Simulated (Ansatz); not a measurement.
`CB(F)OC(C)=O` + H–F → `CB(F)F` + `CC(=O)O`  (ligand exchange at a B–O bond)

Isolated molecules relaxed with PBE0-D4/def2-TZVP in Ansatz; ΔE leaves out vibrations. CBS: MP2 limit from def2 TZ/QZ plus the TZ coupled-cluster correction, frozen cores. This one scheme is used for every species. Functionals use def2-TZVPP. Each species was taken in one conformer, which may not be the lowest.

`CB(F)OC(C)=O`:

Cartesian coordinates in Å:
```
C -1.165 1.807 -0.268
B -0.527 1.028 0.915
F -0.690 1.444 2.165
O 0.210 -0.136 0.838
C 0.731 -0.662 -0.305
C 1.049 -2.111 -0.130
O 0.926 -0.018 -1.292
H -0.410 2.472 -0.701
H -2.000 2.423 0.071
H -1.487 1.156 -1.081
H 1.735 -2.235 0.710
H 0.138 -2.659 0.119
H 1.491 -2.507 -1.041
```

H–F:

Cartesian coordinates in Å:
```
F -0.183 -0.420 0.044
H 0.183 0.420 -0.044
```

`CB(F)F`:

Cartesian coordinates in Å:
```
C -0.665 -0.202 -0.088
B 0.802 0.268 0.128
F 1.198 0.900 1.220
F 1.738 0.046 -0.781
H -1.337 0.137 0.700
H -1.040 0.146 -1.054
H -0.698 -1.295 -0.126
```

`CC(=O)O`:

```xyz
8

C     0.024   -0.653    0.704
C    -0.138    0.151   -0.546
O    -0.621   -0.233   -1.575
O     0.335    1.403   -0.395
H     1.079   -0.699    0.979
H    -0.505   -0.168    1.526
H    -0.367   -1.655    0.546
H     0.194    1.853   -1.240
```

| level | ΔE (eV) |
| --- | --- |
| PBE0 | -0.58 |
| CCSD(T)/def2-TZVPP | -0.49 |

**Question.** What does CCSD(T)/CBS give? (An estimate is asked.)

**Answer.** The calculation gave: -0.46 eV. The listed levels differ from it by -0.12, -0.03 eV.

Largest T1 diagnostic among the species: 0.015.

In def2-TZVPP, CCSD(T) changes the Hartree–Fock value by +0.14 eV (the triples alone add +0.02 eV) and MP2 by +0.15 eV. The D4 term adds +0.10 eV with B3LYP and +0.06 eV with PBE0; it sums over pairs of atoms, weighted by their polarisabilities, and B3LYP, whose exchange is more repulsive, gets the larger term.

B3LYP here is the variant with VWN-RPA as its local correlation; programs differ in this.

CCSD(T)/CBS has its own doubt, a few kJ/mol and more with outer-core shells, so smaller differences from it don't rank the levels.
